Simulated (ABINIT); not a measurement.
BeTe, 2 atoms in the cell. Symmetry: F-43m, No. 216, cubic system. The conventional cell has a = 5.540 Å, b = 5.540 Å, c = 5.540 Å, α = 90.00°, β = 90.00°, γ = 90.00°. Around Te (site symmetry -43m) lie 4 Be at 2.40 Å. Around Be (site symmetry -43m) lie 4 Te at 2.40 Å. 

| Property | Result |
| --- | --- |
| Program | ABINIT 10.8.3 (patched build) |
| Task | single point |
| Functional | PBE |
| Potentials or basis | SG15 NC PBE v1.2 |
| Cutoff | 707 eV |
| k mesh | 6 × 6 × 6 |
| Occupations | fixed |
| Spin | no spin polarisation |

Potentials or basis: SG15 NC PBE v1.2.

Command:

```bash
$ mpirun --bind-to none -np 8 abinit run.abi > log 2>&1
```

Hardware: 8 MPI ranks on Arm Neoverse V1, on a shared host.

How long does it take, and how much memory?

Run time: 2.2 s on 8 MPI ranks on Arm Neoverse V1, on a shared host, peak memory 0.48 GiB a rank. Counts: scf iterations 9, mpi ranks 8, k points 16, bands 12, plane waves 1853.
